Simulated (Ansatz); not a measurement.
**SrVO$_{3}$, a strained cell with displaced atoms**

```yaml
crystal:
  lattice:
    - [3.99109, -0.03736, -0.01591]
    - [-0.03736, 3.74507, 0.08369]
    - [-0.01591, 0.08369, 3.93174]
  atoms:
    - { symbol: Sr, position: [0.99114, 0.00985, 0.99245] }
    - { symbol: V, position: [0.50408, 0.49736, 0.50852] }
    - { symbol: O, position: [0.49557, 0.99194, 0.49732] }
    - { symbol: O, position: [0.01611, 0.51381, 0.50363] }
    - { symbol: O, position: [0.50234, 0.50587, 0.00592] }
```

The numbers come from plane-wave PAW DFT (Ansatz): r2SCAN, spin-orbit coupling, 500 eV, 5×5×5 (shifted by 0.5, 0.5, 0.5 steps) k points, methfessel-paxton occupations (width 0.2706 eV). Nothing was relaxed.

Magnetic state (reached from a saved solution, and it need not be the lowest): V2 along (0.00, 0.02, 1.00).

Charges: Bader charges in e: Sr +1.63, V +2.17, O -1.30 to -1.22. In the mean V gives up most and O takes most.
Stress: The pressure is -5.0 GPa (compression positive), so with the atoms held at these fractions the cell would first shrink; the forces are large, so a full relaxation may end otherwise. The principal stresses -11.0, -6.9, 2.9 GPa differ, so its shape would change too.
Electronic structure: It is a metal, with about 1.6 states/eV a cell as the mean within 0.25 eV of the Fermi level, mostly V d (71 %) and O p (26 %).
Forces: The largest is on O3: 1.00 eV/Å, components (0.54, 0.81, 0.24). It makes 142° with the line to a nearest neighbour, V2 at 1.85 Å, pointing away from it.

Origin: a strained cell with displaced atoms, so it need not be a known compound. Caveats: semilocal functionals often miss the gap of such magnets; the k mesh is coarse if the cell is a metal; wide smearing.

Run time, from a saved density: 3.5 min on 2 threads of Arm Neoverse V1, with other jobs on the host, peak memory 1.2 GiB. The time holds forces, stress, Bader, DOS, ELF.
